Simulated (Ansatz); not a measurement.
## CaO: a bulk modulus from differences

The cell was reached from a generator's guess, though it ends in a space group that the Crystallography Open Database lists for this formula.

Computed with DFT PBE, scalar-relativistic, plane waves, PAW (Ansatz 0.2.0). Plane waves to 420 eV, an 8×8×8 mesh through Γ for the 2-atom cell and 0.02 eV Gaussian smearing; no spin polarisation.

```
CELL_PARAMETERS angstrom
0.00000 2.41549 2.41549
2.41549 0.00000 2.41549
2.41549 2.41549 0.00000
ATOMIC_POSITIONS crystal
Ca 0.00000 0.00000 0.00000
O 0.50000 0.50000 0.50000
```

The cell was set to several volumes, with shape and atoms relaxed at each where symmetry leaves them free. Pressure is positive in compression, and energies count from the lowest row.

| row | V (Å³/atom) | P (GPa) | ΔE (meV/atom) | gap on mesh (eV) |
| --- | --- | --- | --- | --- |
| 1 | 12.402 | 17.78 | 83.6 | 3.59 |
| 2 | 12.825 | ? | ? | ? |
| 3 | 13.248 | 7.45 | 18.6 | 3.64 |
| 4 | 13.671 | 3.42 | 4.4 | 3.65 |
| 5 | 14.093 | -0.01 | 0.0 | 3.66 |
| 6 | 14.516 | -2.93 | 4.0 | 3.66 |
| 7 | 14.939 | -5.42 | 15.1 | 3.66 |
| 8 | 15.503 | -8.18 | 39.1 | 3.65 |

Task: Find B = −V·ΔP/ΔV from rows 4 and 6 and from rows 1 and 3, and from the two its slope B′ and its value B0 at zero pressure.

Result: Rows 4 and 6 give −(13.671 + 14.516)/2 × (-2.93 − (3.42))/(14.516 − 13.671) = 105.9 GPa at a mean pressure of 0.24 GPa. Rows 1 and 3 give −(12.402 + 13.248)/2 × (7.45 − (17.78))/(13.248 − 12.402) = 156.6 GPa at a mean pressure of 12.62 GPa. So B′ = (156.6 − 105.9)/(12.62 − (0.24)) = 4.10 and B0 = 105.9 − 4.10 × (0.24) = 104.9 GPa. A third-order Birch–Murnaghan fit to all the energies gives B0 = 105.3 GPa and B′ = 4.3.

Task: Estimate the pressure and energy of row 2.

Result: From row 5, V0 = 14.093 × (1 + (-0.01)/104.9) = 14.092 Å³/atom. Murnaghan's form P = (B0/B′)·[(V0/V)^B′ − 1] gives (104.9/4.10) × [(14.092/12.825)^4.10 − 1] = 12.06 GPa; the computed pressure is 12.19 GPa, so the estimate is off by -0.13 GPa. The work of compression from row 3, with the mean of the two pressures, gives ΔE = 18.6 + (12.06 + 7.45)/2 × (13.248 − 12.825)/160.2 × 1000 = 44.4 meV/atom (1 eV/Å³ = 160.2 GPa); the computed value is 44.3 meV/atom.

Task: Fit the gap against pressure through the other rows and estimate it at the computed pressure of row 2.

Result: Over the 7 rows the mean pressure is 1.7300 GPa and the mean gap is 3.644 eV. The sums of products of deviations are S_xx = 467.3 and S_xy = -1.156, so the slope is -1.156/467.3 = -0.002474 (r = -0.87, rms misfit 0.01 eV). At 12.19 GPa the line gives 3.644 + (-0.002474) × (12.19 − 1.7300) = 3.62 eV. The computed value is 3.62 eV, so the line is off by 0.00 eV, no more than the largest miss among the fitted rows (0.02 eV). The rows follow a line poorly: the gap bends, or the lowest transition changes along the series.

Kohn–Sham gaps at this level usually fall short of measured ones. All volumes keep the k mesh of the relaxed cell. A later test with randomly moved atoms came back to the same energy, though modes that don't fit the test's cell weren't probed.
